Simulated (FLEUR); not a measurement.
**Rh: equation of state with LDA**

**What was measured.**

From “Thermal equation of state of rhodium characterized by XRD in a resistively heated diamond anvil cell”, 2024, pmc:11535440, for a bulk crystal of Rh: bulk modulus 264 ± 1 GPa.

Rh:

```xyz
1
Lattice="0.0000 1.8979 1.8979 1.8979 0.0000 1.8979 1.8979 1.8979 0.0000" Properties=species:S:1:pos:R:3 pbc="T T T"
Rh    0.0000    0.0000    0.0000
```

```
Program             : FLEUR MaX-R8.1 (later development tree)
Task                : equation of state
Functional          : LDA
Potentials or basis : all-electron
Basis               : FLAPW
Kmax                : 4.26 1/bohr
k mesh              : 12 × 12 × 12
Occupations         : fermi-dirac, width 0.05 eV
Spin                : no spin polarisation
```

```yaml
Equilibrium_volume: 13.21 Å³/atom
Bulk_modulus: 319 GPa
Pressure_derivative_of_the_bulk_modulus: "5.1 (rough: it moves with the points fitted)"
```

Energy against volume, from the lowest point:
```csv
volume (Å³/atom),energy (meV/atom)
12.851,9.72
13.125,0.00
13.671,14.27
14.218,65.39
14.492,101.96
```

Against the measured bulk modulus of Rh, 264 GPa (quoted in “Thermal equation of state of rhodium characterized by XRD in a resistively heated diamond anvil cell”, 2024, pmc:11535440), the calculated 319 GPa is off by +21.0 %. The fit is for a static lattice scaled at fixed shape and fixed fractional positions.

LDA usually gives volumes a few per cent too small.
